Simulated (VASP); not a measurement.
# A VASP 6.6.1 single-point calculation on Ge

INCAR

```
NBANDS = 21
PREC = Accurate
LCHARG = .FALSE.
LREAL = .FALSE.
EDIFF = 1E-7
SIGMA = 0.3
IBRION = -1
LWAVE = .FALSE.
NSW = 0
LASPH = .TRUE.
ENCUT = 520
ISIF = 2
NELM = 85
ISMEAR = -1
GGA = PE
```

KPOINTS

```
KPOINTS created by Atomic Simulation Environment
0
Gamma
8 8 8
0 0 0
```

POSCAR

```
Ge
 1.0000000000000000
     0.0000000000000000    2.8368735121270001    2.8368735121270001
     2.8368735121270001   -0.0000000000000000    2.8368735121270001
     2.8368735121270001    2.8368735121270001   -0.0000000000000000
 Ge
   2
Cartesian
 -0.0000000000000000 -0.0000000000000000 -0.0000000000000000
  1.4184367560634998  1.4184367560634998  1.4184367560634998
```

The recommended PBE PAW datasets give the neutral cell 28 valence electrons.

Command

```
mpirun -np 1 vasp_std
```

Task: Predict the outcome of this run.

Result: It converged. Results: gap between bands v and c on the k mesh 0.00 eV; least direct gap on the k mesh 0.00 eV; pressure 3.2 GPa. Band v is the last that the valence electrons fill when counted band by band, and c is the next.

OSZICAR

```
N       E                     dE             d eps       ncg     rms          rms(c)
DAV:   1     0.187652168397E+03    0.18765E+03   -0.14462E+04  1345   0.362E+03
DAV:   2     0.187015917675E+02   -0.16895E+03   -0.16446E+03  1223   0.624E+02
DAV:   3    -0.819127011563E+01   -0.26893E+02   -0.26712E+02  1413   0.143E+02
DAV:   4    -0.910209838184E+01   -0.91083E+00   -0.91036E+00  1363   0.307E+01
DAV:   5    -0.911741790800E+01   -0.15320E-01   -0.15319E-01  1383   0.438E+00    0.314E+00
DAV:   6    -0.906242104223E+01    0.54997E-01   -0.20344E-02  1381   0.142E+00    0.186E+00
DAV:   7    -0.903335272094E+01    0.29068E-01   -0.44366E-02  1326   0.193E+00    0.143E-01
DAV:   8    -0.903491979377E+01   -0.15671E-02   -0.57075E-03  1363   0.943E-01    0.416E-02
DAV:   9    -0.903504657140E+01   -0.12678E-03   -0.19687E-04  1404   0.199E-01    0.155E-02
DAV:  10    -0.903506713980E+01   -0.20568E-04   -0.41839E-05  1356   0.755E-02    0.608E-03
DAV:  11    -0.903506890166E+01   -0.17619E-05   -0.67176E-06  1501   0.430E-02    0.177E-03
DAV:  12    -0.903506892698E+01   -0.25316E-07   -0.21903E-07  1140   0.815E-03
   1 F= -.90350689E+01 E0= -.89946921E+01  d E =-.807537E-01
```

Standard output (part)

```
POSCAR found type information on POSCAR Ge
 POSCAR found :  1 types and       2 ions
 LDA part: xc-table for (Slater+PW92), standard interpolation
 POSCAR, INCAR and KPOINTS ok, starting setup
 WAVECAR not read
 entering main loop
```

These settings aren't sound, so the numbers aren't properties of the crystal.

On sound settings PBE gives a gap of 0.00 eV on its mesh and a pressure of 2.9 GPa for the intended cell.
